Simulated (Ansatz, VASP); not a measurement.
**RbBr in VASP and in Ansatz**

```
Rb Br
1.0
     4.01604    0.00000    0.00000
     0.00000    4.01604    0.00000
     0.00000    0.00000    4.07017
Rb Br
1 1
Direct
  0.96031 0.00000 0.00000
  0.54246 0.50000 0.50000
```

Change from the starting cell: mode 4 frozen in at -0.173 Å, equal normal strain along x and y -0.0133.

Alike in both runs: task single point; functional PBEsol; k mesh 6 × 6 × 6; occupations gaussian, width 0.05 eV; no spin polarisation.

|  | VASP | Ansatz |
| --- | --- | --- |
| version | VASP 6.6.1 | Ansatz 0.2.0 |
| potentials or method | VASP PAW PBE potentials, release 64 (Rb_sv, Br) | scalar-relativistic, plane waves, PAW |
| plane-wave cutoff (eV) | 520 | 420 |
| valence electrons in the cell | 16 | 16 |

Ansatz gave:

| Quantity | Value |
| --- | --- |
| gap on the k mesh at the Fermi level (eV) | 4.14 |
| least direct gap on the mesh (eV) | 4.28 |
| pressure (GPa) | 1.2 |
| largest component of the traceless stress (GPa) | 0.26 |
| rms of the force components (eV/Å) | 0.195 |

Problem. Which values does VASP return?

Solution. gap on the k mesh at the Fermi level (eV): 4.14; least direct gap on the mesh (eV): 4.28; pressure (GPa): 1.3; largest component of the traceless stress (GPa): 0.26; rms of the force components (eV/Å): 0.199.

Atom by atom the forces differ by 0.003 eV/Å (rms over components).

Caveats: the PAW data sets were made with another functional, which shifts forces and pressure a little (VASP). A k mesh can miss the band edges.
